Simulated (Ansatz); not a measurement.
# Be2S: start and end of a relaxation

The guess for Be2S was made by a generator: MnSn2 type (I4/mcm) distorted into a subgroup (I4, No. 79) (cell multiple 1; largest shift (Å) 0.36). The dimensions are guesses.

start.cif

```cif
data_structure
_symmetry_space_group_name_H-M 'I4'
_symmetry_Int_Tables_number 79
_cell_length_a 5.5442
_cell_length_b 5.5442
_cell_length_c 4.3319
_cell_angle_alpha 90.000
_cell_angle_beta 90.000
_cell_angle_gamma 90.000
_cell_volume 133.15
loop_
_atom_site_label
_atom_site_type_symbol
_atom_site_symmetry_multiplicity
_atom_site_Wyckoff_symbol
_atom_site_fract_x
_atom_site_fract_y
_atom_site_fract_z
_atom_site_occupancy
Be1 Be 8 c 0.16436 0.72709 0.98536 1
S1 S 2 a 0.00000 0.00000 0.25947 1
S2 S 2 a 0.00000 0.00000 0.79908 1
```

Method: DFT PBE, scalar-relativistic, plane waves, PAW (Ansatz). Cutoff 420 eV, Gaussian smearing, Γ-centred meshes. Cell and atoms relax first on a coarse mesh and then on a finer one. In between, the cell is made exact in the group found at 0.06 Å. In metals the finer mesh still leaves noise of several meV/atom or more. The steps can't lower the symmetry of their start. No spin polarisation.

end.cif

```cif
data_structure
_symmetry_space_group_name_H-M 'I4/mcm'
_symmetry_Int_Tables_number 140
_cell_length_a 4.5885
_cell_length_b 4.5885
_cell_length_c 6.3797
_cell_angle_alpha 90.000
_cell_angle_beta 90.000
_cell_angle_gamma 90.000
_cell_volume 134.32
loop_
_atom_site_label
_atom_site_type_symbol
_atom_site_symmetry_multiplicity
_atom_site_Wyckoff_symbol
_atom_site_fract_x
_atom_site_fract_y
_atom_site_fract_z
_atom_site_occupancy
Be1 Be 8 h 0.18221 0.31779 0.00000 1
S1 S 4 a 0.00000 0.00000 0.75000 1
```

The symmetry goes from I4 (No. 79) to I4/mcm (No. 140). The volume per atom grows by 0.9 %, from 11.1 to 11.2 Å³. The shortest distance goes from 1.94 Å (Be–S) to 2.32 Å (Be–S). The energy falls by about 1.2 eV/atom (the start's value is from the coarse mesh).

| Item | Value |
| --- | --- |
| Volume per atom | 11.19 Å³ |
| Density | 2.48 g/cm³ |
| Energy over the elements | +0.08 eV/atom |
| Gap on the 12×12×12 mesh of the 6-atom cell | 0 eV (a metal) |

Energies over the elements count from the elements' standard structures at the same level, with no fitted energy shifts. A positive value: parting into the elements would lower its energy.

The last run used Gaussian smearing of 0.10 eV. The reference form of S is held partly by dispersion forces, which this level lacks. Symmetry constrained the relaxation, so the result can be a saddle point. In all, the 3 runs took 110 s on 1 thread of Arm Neoverse V2 (shared host).
